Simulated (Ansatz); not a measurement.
System: CdO (rock salt type), 2 atoms in the cell.

These are results of Ansatz, PBE, plane waves, PAW datasets (generated soft set 1), not measurements.

Cutoff 420 eV; k-mesh 8×8×8 Γ-centred; Fermi–Dirac smearing of 0.1 eV; no spin polarisation.

```
CELL_PARAMETERS angstrom
0.00000 2.39000 2.39000
2.39000 0.00000 2.39000
2.39000 2.39000 0.00000
ATOMIC_POSITIONS crystal
Cd 0.00000 0.00000 0.00000
O 0.50000 0.50000 0.50000
```

(1) Is the cell under compression or tension, and by how much?

(2) Metal or insulator on this mesh?

## Answers

(1) The pressure is -0.89 GPa, so at these settings the cell is stretched and would shrink.

(2) No gap opens on the mesh: the bands overlap.

The stress includes the program's correction for the finite plane-wave basis.

The k-mesh is modest, so these values aren't fully converged in k. The real crystal is a semiconductor; semilocal functionals such as PBE can close its gap, a known failure.
